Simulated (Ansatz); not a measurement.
**SrTe (rocksalt): zero-pressure volume and bulk modulus with BLYP**

What volume and stiffness does BLYP give for SrTe (rocksalt)?

Program: Ansatz 0.2.0. Level of theory: DFT BLYP, scalar-relativistic, plane waves, PAW. These are calculated values, not measurements.

## 1. Starting point

Symmetry: Fm-3m, No. 225, cubic system. The conventional cell has a = 6.470 Å, b = 6.470 Å, c = 6.470 Å, α = 90.00°, β = 90.00°, γ = 90.00°. Sr (site symmetry m-3m) has 6 Te at 3.23 Å in its first shell of neighbours. Te (site symmetry m-3m) has 6 Sr at 3.23 Å in its first shell of neighbours.

Structure file:

```cif
data_structure
_symmetry_space_group_name_H-M 'P 1'
_symmetry_Int_Tables_number 1
_cell_length_a 4.5750
_cell_length_b 4.5750
_cell_length_c 4.5750
_cell_angle_alpha 60.000
_cell_angle_beta 60.000
_cell_angle_gamma 60.000
_cell_volume 67.71
loop_
_atom_site_label
_atom_site_type_symbol
_atom_site_fract_x
_atom_site_fract_y
_atom_site_fract_z
_atom_site_occupancy
Sr1 Sr 0.50000 0.50000 0.50000 1
Te1 Te 0.00000 0.00000 0.00000 1
```

An earlier run on this cell at PBE gave 4.65 GPa at 33.855 Å³/atom (6×6×6 mesh), mesh gap 1.47 eV. The cell is compressed at this level.

## 2. At the given cell

Input file input.yaml:

```yaml
crystal:
  lattice:
    - [0.0, 3.2349999084, 3.2349999084]
    - [3.2349999084, 0.0, 3.2349999084]
    - [3.2349999084, 3.2349999084, 0.0]
  atoms:
    - { symbol: Sr, position: [0.5, 0.5, 0.5] }
    - { symbol: Te, position: [0.0, 0.0, 0.0] }
basis:
  ecutwfc: 420
  ecutrho_ratio: 4
kpoints:
  mp_grid: { grid: [6, 6, 6] }
hamiltonian:
  xc: blyp
scf:
  occupations: { method: gaussian, width: 0.05 }
output:
  forces: true
  stress: true
  eigenvalues: true
```

Run with:

```console
$ ansatz run input.yaml --threads 4 --pin off --max-ram 8192MiB --backend cpu --events-out ev --progress --plain --runs-dir out
```

The runs that follow: A step to a new volume; A step to a new volume; A step to a new volume; Volume × 0.98 of the new zero; Volume × 1.02 of the new zero; Volume × 0.96 of the new zero; Volume × 1.04 of the new zero.

Q: Predict the outcome of this session. Wanted: V0; B0; gap on the mesh.

As calculated:

```
       quantity           value
             V0  39.909 Å³/atom
             B0          29 GPa
gap on the mesh         2.04 eV
    time in all           3.8 s
```

What this shows: BLYP puts the minimum at 39.91 Å³/atom, +17.9 % from the cell given, which stood at 4.7 GPa under PBE, with a bulk modulus of 29 GPa. The PAW datasets were made for PBE.

Spin-orbit coupling is left out, though the cell holds Te; it can move the gap.
